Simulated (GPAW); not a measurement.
BaS (Fm-3m): G0W0 with GPAW, start to end. The structure is cubic, space group Fm-3m (No. 225). The conventional cell has a = 6.388 Å, b = 6.388 Å, c = 6.388 Å, α = 90.00°, β = 90.00°, γ = 90.00°. Ba has 6 S at 3.19 Å nearest. S has 6 Ba at 3.19 Å nearest. Farther neighbours and most contacts between anions are not listed. The calculation used DFT, PBE, plane waves, PAW (and 1 further level or step) in GPAW 26.7.0, with cutoff 450 eV, GPAW PAW setups 1.2.1 data release, 4×4×4 k-mesh, nbands 428 in one of its runs. The PBE gap is 2.13 eV, indirect. The G0W0 gap on the mesh is 3.40 eV. The GW settings are 4×4×4 mesh, 194 bands, screening to 120 eV, Godby-Needs plasmon pole. The known limits are not at the basis limit; no spin-orbit coupling. It took 4 runs, 77 s in all on 4 MPI ranks of Arm Neoverse V2, shared host (the runs of this entry). G0W0 moves the gap on the mesh from 2.13 eV to 3.40 eV (+1.27 eV), with Z of 0.78 and 0.83 at the edges. Only 2 of the mesh's irreducible points were corrected, so a valley elsewhere could overtake. The cell and positions come from the Crystallography Open Database and are kept as given unless a step says otherwise. Limits: no spin-orbit coupling. Bands and cutoff are finite, so the gap is not at the basis limit. The miss can reach some tenths of an eV and take either sign; the mesh is an error of its own.

[Runs of the session that timed out or met a known fault of the program may be left out.]

[Hosts, paths, dates, database ids (printed as entryN), source tags and the programs' standing remarks are cut or masked in the printed files.]
